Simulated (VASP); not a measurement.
# MgB5 (P6/mmm) in VASP: a series of runs

The runs below take MgB5 through single point, relaxation of cell and atoms, with PBE.

All numbers are computed with VASP 6.6.1; they aren't measurements. Logs are shortened: lines on timing, memory, paths and dates and some standing lists are left out, and cuts for length are marked.

### Step 1. The cell of the first run

The structure is hexagonal, space group P6/mmm (No. 191). The conventional cell has a = 4.314 Å, b = 4.314 Å, c = 2.882 Å, α = 90.00°, β = 90.00°, γ = 120.00°. Mg (site symmetry 6/mmm) has 18 B at 2.49 to 2.59 Å as nearest neighbours. Around B (site symmetry mmm) lie 8 B at 1.90 to 2.16 Å. B (site symmetry -6m2) is surrounded by 6 B at 1.90 Å.

The cell was built by a generator and needn't be a form met in nature.

### Step 2. Single point, PBE (species swapped into the TbCu5 type (P6/mmm, No. 191))

The input, INCAR:

```
SYSTEM = MgB5
PREC     = Accurate       ! precision mode
ENCUT    = 520            ! plane-wave cutoff, eV
EDIFF    = 1E-6           ! SCF threshold, eV
ISMEAR   = 0              ! smearing method
SIGMA    = 0.1            ! smearing width, eV
LREAL    = .FALSE.        ! projectors in reciprocal space
LASPH    = .TRUE.         ! aspherical terms in the spheres
NELM     = 60             ! most SCF steps
ALGO     = Normal         ! electronic algorithm
ISIF     = 2              ! what is computed and relaxed
LWAVE    = .FALSE.        ! write WAVECAR
LCHARG   = .FALSE.        ! write CHGCAR
GGA      = PE             ! functional
NBANDS   = 18             ! bands
```

The input, KPOINTS:

```
regular mesh
0
G
  12 12 14
  0 0 0
```

The input, POSCAR:

```
MgB5
1.0
    4.3144444059      0.0000000000      0.0000000000
   -2.1572222030      3.7364184587      0.0000000000
    0.0000000000      0.0000000000      2.8822887002
Mg B
1 5
Direct
    0.0000000000      0.0000000000      0.0000000000
    0.5000000000      0.0000000000      0.5000000000
    0.5000000000      0.5000000000      0.5000000000
    0.0000000000      0.5000000000      0.5000000000
    0.3333333333      0.6666666667      0.0000000000
    0.6666666667      0.3333333333      0.0000000000
```

Potentials or basis: VASP PAW PBE potentials, release 64 (Mg, B).

Run with:

```bash
cat potpaw_PBE.64/Mg/POTCAR potpaw_PBE.64/B/POTCAR > POTCAR
mpirun -np 1 vasp_std > vasp.out
```

OUTCAR:

```text
SYSTEM = MgB5
   PREC = Accurate
   ENCUT = 520
   EDIFF = 1E-6
   ISMEAR = 0
   LREAL = .FALSE.
   LASPH = .TRUE.
   NELM = 60
   ISIF = 2
   GGA = PE

 ion  position               nearest neighbor table
   1  0.000  0.000  0.000-   5 2.49   6 2.49   6 2.49   5 2.49   6 2.49   5 2.49   3 2.59   3 2.59
                             3 2.59   3 2.59   2 2.59   2 2.59   2 2.59   2 2.59   4 2.59   4 2.59
   2  0.500  0.000  0.500-   5 1.90   6 1.90   5 1.90   6 1.90   4 2.16   4 2.16   3 2.16   3 2.16
                             1 2.59   1 2.59   1 2.59   1 2.59
   3  0.500  0.500  0.500-   5 1.90   6 1.90   5 1.90   6 1.90   4 2.16   4 2.16   2 2.16   2 2.16
                             1 2.59   1 2.59   1 2.59   1 2.59
   4  0.000  0.500  0.500-   5 1.90   6 1.90   5 1.90   6 1.90   2 2.16   2 2.16   3 2.16   3 2.16
                             1 2.59   1 2.59   1 2.59   1 2.59
   5  0.333  0.667  0.000-   4 1.90   4 1.90   2 1.90   2 1.90   3 1.90   3 1.90   1 2.49   1 2.49
                             1 2.49
   6  0.667  0.333  0.000-   4 1.90   4 1.90   2 1.90   2 1.90   3 1.90   3 1.90   1 2.49   1 2.49
                             1 2.49

  LATTYP: Found a hexagonal cell.
 ALAT       =     4.3144444059
 C/A-ratio  =     0.6680555893

  Lattice vectors:

 A1 = (   4.3144444059,   0.0000000000,   0.0000000000)
 A2 = (  -2.1572222030,   3.7364184587,   0.0000000000)
 A3 = (   0.0000000000,   0.0000000000,   2.8822887002)

Analysis of symmetry for initial positions (statically):
=====================================================================
 Subroutine PRICEL returns:
 Original cell was already a primitive cell.

 Routine SETGRP: Setting up the symmetry group for a
 hexagonal supercell.

 Subroutine GETGRP returns: Found 24 space group operations
 (whereof 24 operations were pure point group operations)
 out of a pool of 24 trial point group operations.

The static configuration has the point symmetry D_6h.

Analysis of symmetry for dynamics (positions and initial velocities):
=====================================================================
 Subroutine PRICEL returns:
 Original cell was already a primitive cell.

 Routine SETGRP: Setting up the symmetry group for a
 hexagonal supercell.

 Subroutine GETGRP returns: Found 24 space group operations
 (whereof 24 operations were pure point group operations)
 out of a pool of 24 trial point group operations.

The dynamic configuration has the point symmetry D_6h.

 Subroutine INISYM returns: Found 24 space group operations
 (whereof 24 operations are pure point group operations),
 and found     1 'primitive' translations

----------------------------------------------------------------------------------------

                                     Primitive cell

  volume of cell :      46.4641

  direct lattice vectors                    reciprocal lattice vectors
     4.314444406  0.000000000  0.000000000     0.231779554  0.133817988  0.000000000
    -2.157222203  3.736418459  0.000000000     0.000000000  0.267635976  0.000000000
     0.000000000  0.000000000  2.882288700     0.000000000  0.000000000  0.346946508

  length of vectors
     4.314444406  4.314444406  2.882288700     0.267635976  0.267635976  0.346946508

  position of ions in fractional coordinates (direct lattice)
     0.000000000  0.000000000  0.000000000
     0.500000000  0.000000000  0.500000000
     0.500000000  0.500000000  0.500000000
     0.000000000  0.500000000  0.500000000
     0.333333333  0.666666667  0.000000000
     0.666666667  0.333333333  0.000000000

  ion indices of the primitive-cell ions
   primitive index   ion index
                 1           1
                 2           2
                 3           3
                 4           4
                 5           5
                 6           6

----------------------------------------------------------------------------------------

 KPOINTS: regular mesh

Automatic generation of k-mesh.
 Grid dimensions read from file:
 generate k-points for:   12   12   14

[... 44 lines left out ...]
   LRPA    =     F    only Hartree local field effects (RPA)
 non-spin polarized calculation
 Gauss-broadening in eV      SIGMA  =   0.10
  energy-cutoff  :      520.00
  volume of cell :       46.46
 maximum number of plane-waves:      1266
   NGX = 17   NGY = 17   NGZ = 11

 number of electron      17.0000000 magnetization

 Free energy of the ion-electron system (eV)
  ---------------------------------------------------
  ext. energy  EPLUGINS =         0.00000000
  ---------------------------------------------------
  free energy    TOTEN  =       -30.10161429 eV

  energy without entropy =      -30.09551808  energy(sigma->0) =      -30.09856619

 E-fermi :   7.9887     XC(G=0): -11.8092

 val. band max:        7.9773391036   @ k =   0.0833  -0.0000   0.5000
 cond. band min:       8.0077733184   @ k =   0.1667   0.0833   0.3571
 fundamental gap:      0.0304342148
 Fermi energy:         7.9886724009

 k-point     1 :       0.0000    0.0000    0.0000
  band No.  band energies     occupation
      1      -8.2156      2.00000
      2      -2.0533      2.00000
      3       0.2335      2.00000
      4       0.2335      2.00000
      5       1.8906      2.00000
      6       1.8906      2.00000
[... 10 lines left out ...]
     17      17.3163      0.00000
     18      17.3164      0.00000

 k-point     2 :       0.0833   -0.0000    0.0000
  band No.  band energies     occupation
      1      -8.1603      2.00000
      2      -2.3640      2.00000
      3       0.0221      2.00000
      4       0.3267      2.00000
      5       2.0481      2.00000
      6       2.2157      2.00000
[... 10 lines left out ...]
     17      17.1730      0.00000
     18      17.2443      0.00000

 k-point     3 :       0.1667    0.0000    0.0000
  band No.  band energies     occupation
      1      -7.9959      2.00000
      2      -3.0442      2.00000
      3      -0.3673      2.00000
      4       0.3223      2.00000
      5       2.6137      2.00000
      6       2.9431      2.00000
[... 412 lines left out ...]
 k-point    23 :       0.2500    0.0000    0.0714
  band No.  band energies     occupation
      1      -7.6555      2.00000
      2      -3.7596      2.00000
      3      -0.6589      2.00000
      4       0.2073      2.00000
      5       3.1583      2.00000
      6       3.5413      2.00000
[... 10 lines left out ...]
     17      16.4964      0.00000
     18      16.8329      0.00000

 k-point    24 :       0.3333   -0.0000    0.0714
  band No.  band energies     occupation
      1      -7.2979      2.00000
      2      -4.5162      2.00000
      3      -0.9295      2.00000
      4       0.0042      2.00000
      5       3.4698      2.00000
      6       4.5202      2.00000
[... 10 lines left out ...]
     17      16.6765      0.00000
     18      16.7770      0.00000

 [... further k-points ...]
[... 5 lines left out ...]
  --------------------------------------------------------------------------------------
  -------------------------------------------------------------------------------------
  Total       -0.0768283     -0.0768283     -0.0232773      0.0000000     -0.0000000      0.0000000
  in kB       -2.6491959     -2.6491959     -0.8026492      0.0000000     -0.0000000      0.0000000
  external PRESSURE =      -2.0336803 kB  Pullay stress =       0.0000000 kB

 VOLUME and BASIS-vectors are now :
 -----------------------------------------------------------------------------
  energy-cutoff  :      520.00
  volume of cell :       46.46
      direct lattice vectors                 reciprocal lattice vectors
     4.314444406  0.000000000  0.000000000     0.231779554  0.133817988  0.000000000
    -2.157222203  3.736418459  0.000000000     0.000000000  0.267635976  0.000000000
     0.000000000  0.000000000  2.882288700     0.000000000  0.000000000  0.346946508

 POSITION                                       TOTAL-FORCE (eV/Angst)
 -----------------------------------------------------------------------------------
      0.00000      0.00000      0.00000         0.000000      0.000000      0.000000
      2.15722      0.00000      1.44114         0.000000      0.000000      0.000000
      1.07861      1.86821      1.44114         0.000000      0.000000      0.000000
     -1.07861      1.86821      1.44114         0.000000      0.000000      0.000000
     -0.00000      2.49095      0.00000        -0.000000      0.000000      0.000000
      2.15722      1.24547      0.00000         0.000000      0.000000      0.000000
 -----------------------------------------------------------------------------------
    total drift:                               -0.000000      0.000000     -0.000000

  FREE ENERGIE OF THE ION-ELECTRON SYSTEM (eV)
  ---------------------------------------------------
  free  energy   TOTEN  =       -30.1016142902 eV

  energy  without entropy=      -30.0955180820  energy(sigma->0) =      -30.09856619
```

Run time: 45 s. Hardware: 1 thread of Intel Xeon Platinum 8488C (Sapphire Rapids), shared host; peak memory 0.24 GiB.

What came out:

```yaml
Free_energy: -30.1016 eV
Pressure: -0.2 GPa
Band_gap_on_the_k_mesh: none (metal or under the smearing width)
```

Stress tensor (GPa, compression positive):
```
-0.26  0.00  0.00
 0.00 -0.26  0.00
 0.00  0.00 -0.08
```

Levels at points of the mesh, in eV from the Fermi level:
| k point | band 4 | band 5 | band 6 | band 7 | band 8 | band 9 | band 10 | band 11 | band 12 | band 13 |
| --- | --- | --- | --- | --- | --- | --- | --- | --- | --- | --- |
| (0.00, 0.00, 0.00) | -7.76 | -6.10 | -6.10 | -4.78 | -0.43 | 2.34 | 2.82 | 3.60 | 3.60 | 6.06 |
| (0.50, 0.00, 0.00) | -8.25 | -3.50 | -1.82 | -1.66 | -1.62 | -0.15 | 1.11 | 3.26 | 4.31 | 5.97 |
| (0.00, 0.00, 0.50) | -5.94 | -5.94 | -3.34 | -3.34 | -2.91 | -2.11 | -2.11 | -0.17 | -0.17 | 1.65 |
| (0.50, 0.00, 0.50) | -9.53 | -6.54 | -5.61 | -4.73 | -1.80 | 1.90 | 2.16 | 2.93 | 3.03 | 4.38 |

(Part 1 of 2 ends here.)
